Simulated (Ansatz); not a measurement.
**How far is PAW off for BN?**

```
B N
1.0
     0.00000    1.80750    1.80750
     1.80750    0.00000    1.80750
     1.80750    1.80750    0.00000
B N
1 1
Direct
  0.00000 0.00000 0.00000
  0.75000 0.75000 0.75000
```

Atom numbers follow the list: B1, N2.

Conventional cell: a = 3.615 Å, b = 3.615 Å, c = 3.615 Å, α = 90.00°, β = 90.00°, γ = 90.00°. B (atom 1) has 4 N at 1.57 Å as nearest neighbours. N (atom 2) is surrounded by 4 B at 1.57 Å.

The cell is COD entry 9008834, as deposited and not checked against the literature; nothing was relaxed.

Levels of theory: DFT, LDA, PAW with Ansatz's default frozen-core files, scalar-relativistic (Ansatz 0.2.0); DFT, LDA, all-electron LAPW, scalar-relativistic (Ansatz 0.2.0).

For PAW: a Γ-centred 13×13×13 k mesh, Fermi–Dirac smearing of 0.03 eV, cutoff 420 eV, no spin polarisation; the PAW files were made with PBE, and the program remakes their frozen cores for this functional. LAPW targets a basis error of 1 meV/atom. The Ansatz runs share mesh, smearing and spin set-up. Plane-wave (PAW) pressures include the program's estimate of the Pulay term.

Stress and pressure are positive in compression.

Levels count from the top of the valence band.

```csv
quantity,PAW,LAPW
pressure (GPa),-10.97,-10.85
band gap (eV),4.361,4.353
highest filled level at L (eV),-1.947,-1.947
lowest empty level at L (eV),10.203,10.206
highest filled level at X (eV),-4.924,-4.924
lowest empty level at X (eV),4.361,4.353
highest filled level at Γ (eV),0.000,0.000
lowest empty level at Γ (eV),8.697,8.690
```

PAW's pressure differs from the LAPW value by -0.12 GPa.
